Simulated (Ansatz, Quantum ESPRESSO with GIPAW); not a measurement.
# C_Q, η_Q and the second-order shift of 17O in SiO2

A plane-wave PAW calculation (PBEsol, Ansatz) gives this electric field gradient, in 10²¹ V/m² and Cartesian axes, at one O site of SiO2 (atom 12; bridging Si-O-Si, 167°; site symmetry 2):

```
     -3.9191        4.7720        0.0000
      4.7720        8.7633        0.0000
      0.0000        0.0000       -4.8443
```

17O has spin 5/2, Q = -0.02558 barn and |γ|/2π = 5.7742 MHz/T. The cell is the Pccn form of a database entry, atoms relaxed, static and at 0 K. 

**Task.** Find C_Q, η_Q and ν_Q, and the shift and width of the central transition under fast MAS at 9.4 T and 20 T.

1. The tensor is symmetric and traceless. Its eigenvalues, ordered by size, are V_xx = -4.8443, V_yy = -5.5141 and V_zz = 10.3583.

2. η_Q = (V_xx − V_yy)/V_zz = 0.065.

3. C_Q = eQV_zz/h. One unit of 10²¹ V/m² with one barn gives 24.18 MHz, so C_Q = 24.18 × −0.02558 × 10.3583 = -6.407 MHz. A spectrum shows its size, not its sign.

4. ν_Q = 3C_Q/[2I(2I−1)] = 0.961 MHz in size, and P_Q = |C_Q|√(1 + η²/3) = 6.411 MHz.

5. The resonances lie at ν0 = 54.28 and 115.48 MHz, so ν_Q/ν0 is 0.018 at most and second order holds. The centre of gravity moves by δ_Q = −(3/40)(P_Q/ν0)² F × 10⁶ ppm, with F = [I(I+1) − 3/4]/[I²(2I−1)²] = 0.08: -83.7 ppm at 9.4 T and -18.5 ppm at 20 T.

6. Summing the second-order term over orientations gives a full width of 183 ppm (9.9 kHz) and 40.4 ppm (4.7 kHz). In ppm both fall as 1/B²: (9.4/20)² = 0.221. The spinning rate must pass the static width for this shape to show cleanly.

[Banner, clock, file and message-heading lines were taken out of the pw.x and gipaw.x logs.]

[Logs are printed without paths, hosts, clocks, repeated set-up lines and the standing remarks that a program may print on its own settings, such as how far it seeks lower states.]

[Hosts, paths, dates, database ids (printed as entryN), source tags and the programs' standing remarks are cut or masked in the printed files.]
